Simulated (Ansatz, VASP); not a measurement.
# SnSe: VASP beside Ansatz

```xyz
2
Lattice="0.0000 3.0100 3.0100 3.0100 0.0000 3.0100 3.0100 3.0100 0.0000" Properties=species:S:1:pos:R:3 pbc="T T T"
Sn    0.0000    0.0000    0.0000
Se    3.0100    3.0100    3.0100
```

Measurements of this composition are mostly on another form, of space group No. 62.

Alike in both runs: task single point; functional PBEsol; k mesh 6 × 6 × 6; no spin polarisation.

|  | VASP | Ansatz |
| --- | --- | --- |
| version | VASP 6.6.1 | Ansatz 0.2.0 |
| potentials or method | VASP PAW PBE potentials, release 64 (Sn_d, Se), cutoff 520 eV | all-electron (LAPW or listed datasets) |
| occupations | gaussian, width 0.01 eV | fixed |

|  | VASP | Ansatz | Ansatz less VASP |
| --- | --- | --- | --- |
| gap on the k mesh at the Fermi level (eV) | 0.65 | 0.64 | -0.001 |
| pressure (GPa) | -2.3 | -2.3 | -0.01 |

Ansatz ran all-electron here, so the differences hold the error of VASP's frozen core and of both bases.

Caveats: the PAW data sets were made with another functional, which shifts forces and pressure a little (VASP); spin-orbit coupling is left out, which moves the levels of the heavy elements. A k mesh can miss the band edges.
